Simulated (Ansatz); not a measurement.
PtS2 in Ansatz: the effect of Hubbard term

Crystal: PtS2.

```xyz
3
Lattice="3.5432 0.0000 0.0000 -1.7716 3.0685 0.0000 0.0000 0.0000 5.0388" Properties=species:S:1:pos:R:3 pbc="T T T"
Pt    0.0000    0.0000    0.0000
S     1.7716    1.0228    3.8950
S     0.0000    2.0457    1.1438
```

Alike in all runs:

```yaml
Program: Ansatz 0.2.0
Task: density of states
Functional: PBEsol
Potentials_or_basis: all-electron LAPW, scalar-relativistic
Cutoff: 274 eV (chosen from the basis error)
Basis_error_allowed: 0.002 eV/atom
k_mesh: 9 × 9 × 5
Occupations: fermi-dirac, width 0.05 eV
Spin: no spin polarisation
```

| Hubbard term | gap on the mesh (eV) | pressure (GPa) | largest force (eV/Å) |
| --- | --- | --- | --- |
| none | 0.96 | 6.4 | 0.95 |
| Pt d U = 2 eV | 0.95 | 6.6 | 1.00 |
| Pt d U = 4 eV | 0.89 | 6.9 | 1.05 |
| Pt d U = 6 eV | 0.83 | 7.2 | 1.10 |
| Pt d U = 8 eV | ? | ? | ? |

Task: What does the run with Hubbard term Pt d U = 8 eV give?

Result: gap on the mesh 0.76 eV; pressure 7.6 GPa; largest force 1.15 eV/Å.

Worked out: A parabola through the other rows of the gap on the mesh, of slope -0.0538 eV per eV there, extrapolates to 0.73 eV, against the run's 0.76. A straight line through the other rows of the pressure, of slope 0.135 GPa per eV, extrapolates to 7.4 GPa, against the run's 7.6. A straight line through the other rows of the largest force, of slope 0.025 eV/Å per eV, extrapolates to 1.15 eV/Å, against the run's 1.15.

Caveats: spin-orbit coupling is left out, which moves the levels of the heavy elements; an odd mesh through Γ misses points on the zone boundary, where band edges often lie; U is the effective U less J, on atomic orbitals that reach past the spheres (some runs); forces of over 1 eV/Å show positions far from the minimum, so gaps and moduli don't describe the material at rest (some runs).

A gap of «none» marks a metal or a gap under the smearing width.
